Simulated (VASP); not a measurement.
**A VASP 6.6.1 relaxation on BN**

INCAR

```
EDIFF = 1E-7
ENCUT = 600
IBRION = 3
LCHARG = .FALSE.
LASPH = .TRUE.
SIGMA = 0.1
NSW = 40
ISMEAR = 2
NELM = 120
ISIF = 3
ALGO = Normal
NELECT = 7.9
POTIM = 0.1
LREAL = .FALSE.
METAGGA = R2SCAN
EDIFFG = -5E-3
SMASS = 0.4
NBANDS = 11
PREC = Accurate
LWAVE = .FALSE.
```

KPOINTS

```
KPOINTS created by Atomic Simulation Environment
0
Gamma
10 10 10
0 0 0
```

POSCAR

```
B  N
 1.0000000000000000
    -0.0000000000000000    1.8122639363159465    1.8122639363159465
     1.8122639363159465    0.0000000000000000    1.8122639363159465
     1.8122639363159465    1.8122639363159465    0.0000000000000000
 B   N
   1   1
Cartesian
  0.0000000000000000 -0.0000000000000000 -0.0000000000000000
  0.9061319681579733  0.9061319681579733  0.9061319681579733
```

The recommended PBE PAW datasets give the neutral cell 8 valence electrons.

Command

```
mpirun -np 1 vasp_std
```

OSZICAR

```
N       E                     dE             d eps       ncg     rms          rms(c)
DAV:   1     0.863997211070E+01    0.86400E+01   -0.47470E+03  1050   0.711E+02
DAV:   2    -0.222759229945E+02   -0.30916E+02   -0.30253E+02  1270   0.188E+02
DAV:   3    -0.228610548244E+02   -0.58513E+00   -0.58288E+00  1255   0.213E+01
DAV:   4    -0.228618269104E+02   -0.77209E-03   -0.77207E-03  1106   0.868E-01
DAV:   5    -0.228618276990E+02   -0.78857E-06   -0.78876E-06  1193   0.273E-02    0.618E+00
DAV:   6    -0.198442501950E+02    0.30176E+01   -0.14209E+00  1043   0.700E+00    0.342E+00
DAV:   7    -0.198392648884E+02    0.49853E-02   -0.25969E-01  1077   0.380E+00    0.169E+00
DAV:   8    -0.198406606136E+02   -0.13957E-02   -0.43802E-02  1112   0.132E+00    0.197E-01
DAV:   9    -0.198398755148E+02    0.78510E-03   -0.79306E-03  1214   0.646E-01    0.873E-02
DAV:  10    -0.198398832361E+02   -0.77212E-05   -0.40907E-04  1166   0.174E-01    0.368E-02
...
DAV:   4    -0.198753040647E+02    0.17723E-05   -0.21321E-06  1106   0.151E-02    0.281E-03
DAV:   5    -0.198753041445E+02   -0.79734E-07   -0.14806E-07  1148   0.303E-03
   8 F= -.19875304E+02 E0= -.19875143E+02  d E =-.164866E-02
       N       E                     dE             d eps       ncg     rms          rms(c)
DAV:   1    -0.198781476540E+02   -0.28436E-02   -0.46450E-02  1100   0.173E+00    0.283E-01
DAV:   2    -0.198768805328E+02    0.12671E-02   -0.58485E-03  1163   0.549E-01    0.884E-02
DAV:   3    -0.198768284437E+02    0.52089E-04   -0.32864E-04  1114   0.144E-01    0.311E-02
DAV:   4    -0.198768189610E+02    0.94827E-05   -0.10703E-05  1100   0.342E-02    0.642E-03
DAV:   5    -0.198768190573E+02   -0.96261E-07   -0.75208E-07  1181   0.686E-03
   9 F= -.19876819E+02 E0= -.19876655E+02  d E =-.151491E-02
```

Standard output (part)

```
POSCAR found type information on POSCAR B N
 POSCAR found :  2 types and       2 ions
 LDA part: xc-table for (None), standard interpolation
 POSCAR, INCAR and KPOINTS ok, starting setup
 WAVECAR not read
 entering main loop
 the old and the new charge density differ
    0.618E+00
damped:  g(F)=  0.142E-47 g(S)=  0.301E-01 dE (1.order)=-0.501E-01
 bond charge predicted
damped:  g(F)=  0.313E-48 g(S)=  0.301E-02 dE (1.order)=-0.156E-01
 bond charge predicted
damped:  g(F)=  0.261E-48 g(S)=  0.469E-02 dE (1.order)= 0.515E-02
 bond charge predicted
damped:  g(F)=  0.378E-48 g(S)=  0.104E-01 dE (1.order)=-0.123E-01
 bond charge predicted
damped:  g(F)=  0.581E-47 g(S)=  0.239E-02 dE (1.order)=-0.790E-02
 bond charge predicted
damped:  g(F)=  0.793E-48 g(S)=  0.435E-03 dE (1.order)= 0.152E-02
 bond charge predicted
damped:  g(F)=  0.127E-49 g(S)=  0.267E-02 dE (1.order)=-0.194E-02
 bond charge predicted
damped:  g(F)=  0.731E-48 g(S)=  0.128E-02 dE (1.order)=-0.303E-02
 bond charge predicted
damped:  g(F)=  0.239E-47 g(S)=  0.204E-06 dE (1.order)= 0.252E-04
 reached required accuracy - stopping structural energy minimisation
```

From OUTCAR

```
k-points           NKPTS =     47   k-points in BZ     NKDIM =     47   number of bands    NBANDS=     11

   NELECT =       7.9000    total number of electrons

   dimension x,y,z NGX =    20 NGY =   20 NGZ =   20
   dimension x,y,z NGXF=    40 NGYF=   40 NGZF=   40

  energy-cutoff  :      600.00
  volume of cell :       11.32
      direct lattice vectors                 reciprocal lattice vectors
     0.000000000  1.781949452  1.781949452    -0.280591573  0.280591573  0.280591573
     1.781949452  0.000000000  1.781949452     0.280591573 -0.280591573  0.280591573
     1.781949452  1.781949452  0.000000000     0.280591573  0.280591573 -0.280591573

 k-points in reciprocal lattice and weights: KPOINTS created by Atomic Simulation Env
   0.00000000  0.00000000  0.00000000       0.001
   0.10000000  0.00000000  0.00000000       0.008
   0.20000000  0.00000000  0.00000000       0.008
   0.30000000  0.00000000  0.00000000       0.008
   0.40000000  0.00000000  0.00000000       0.008
   0.50000000  0.00000000  0.00000000       0.004
   0.10000000  0.10000000  0.00000000       0.006
   0.20000000  0.10000000  0.00000000       0.024
   ...

 E-fermi :   6.8689

 k-point     1 :       0.0000    0.0000    0.0000
  band No.  band energies     occupation
      1     -14.0355      2.00000
      2       7.6805      0.00000
      3       7.6805      0.00000
      4       7.6805      0.00000
      5      17.5491      0.00000
      6      17.5491      0.00000
      7      17.5491      0.00000
      8      19.5740      0.00000
      9      34.8665      0.00000
     10      37.1073      0.00000
     11      37.1073      0.00000

 k-point     2 :       0.1000    0.0000    0.0000
  band No.  band energies     occupation
      1     -13.7762      2.00000
      2       6.3357      2.00000
      3       7.4109      0.00000
      4       7.4109      0.00000
      5      17.9124      0.00000
      6      17.9668      0.00000
      7      17.9668      0.00000
      8      20.3546      0.00000
      9      34.4411      0.00000
     10      34.5354      0.00000
     11      34.5354      0.00000

 k-point     3 :       0.2000    0.0000    0.0000
  band No.  band energies     occupation
      1     -13.0134      2.00000
      2       3.4400      2.00000
      3       6.8020      2.02410
      4       6.8020      2.02410
      5      18.3908      0.00000
      6      18.8270      0.00000
      7      18.8270      0.00000
      8      22.0756      0.00000
      9      32.9816      0.00000
     10      32.9816      0.00000
     11      33.5818      0.00000

 k-point     4 :       0.3000    0.0000    0.0000
  band No.  band energies     occupation
      1     -11.8108      2.00000
      2       0.2797      2.00000
      3       6.1828      2.00000
      4       6.1828      2.00000
      5      18.7907      0.00000
      6      19.4184      0.00000
      7      19.4184      0.00000
      8      23.5504      0.00000
      9      33.0926      0.00000
     10      33.3333      0.00000
     11      33.3333      0.00000

 k-point     5 :       0.4000    0.0000    0.0000
  band No.  band energies     occupation
      1     -10.3868      2.00000
      2      -2.4378      2.00000
      3       5.7552      2.00000
      4       5.7552      2.00000
      5      19.0664      0.00000
      6      19.5417      0.00000
      7      19.5417      0.00000
      8      24.3846      0.00000
      9      33.1836      0.00000
     10      35.2809      0.00000
     11      35.2809      0.00000

 ...

  Total        0.0037577      0.0037577      0.0037577      0.0000000      0.0000000      0.0000000
  in kB        0.5320056      0.5320056      0.5320056      0.0000000      0.0000000      0.0000000
  external PRESSURE =       0.5320056 kB  Pullay stress =       0.0000000 kB

 POSITION                                       TOTAL-FORCE (eV/Angst)
 -----------------------------------------------------------------------------------
     -0.00000     -0.00000     -0.00000         0.000000      0.000000      0.000000
      0.89097      0.89097      0.89097        -0.000000     -0.000000     -0.000000
 -----------------------------------------------------------------------------------
    total drift:                                0.000000      0.000000      0.000000

  FREE ENERGIE OF THE ION-ELECTRON SYSTEM (eV)
  ---------------------------------------------------
  free  energy   TOTEN  =       -19.8768190573 eV

  energy  without entropy=      -19.8761645004  energy(sigma->0) =      -19.87665542
```

```csv
ionic step,ΔE (meV/atom),volume (Å³),largest force (eV/Å),pressure (GPa),electronic steps
1,0.0,11.90,0.000,-19.40,13
2,-16.7,11.49,0.000,-6.36,8
3,-15.8,11.11,0.000,8.21,8
4,-12.6,11.01,0.000,12.36,7
5,-17.1,11.17,0.000,5.83,8
6,-18.2,11.38,0.000,-2.44,8
7,-16.9,11.48,0.000,-6.00,7
8,-17.7,11.43,0.000,-4.17,5
9,-18.5,11.32,0.000,0.05,5
```

It converged. Results: relaxed cell vector lengths 2.520, 2.520, 2.520 Å; relaxed cell volume 11.32 Å³.

The cell is charged and sits in a uniform background.

For comparison, a separate r²SCAN relaxation on usual settings, not on those above, ends at 11.79 Å³.

The run above took about 3.1 min on one core of a shared host (Intel Xeon Platinum 8488C) and held 0.13 GiB at most.
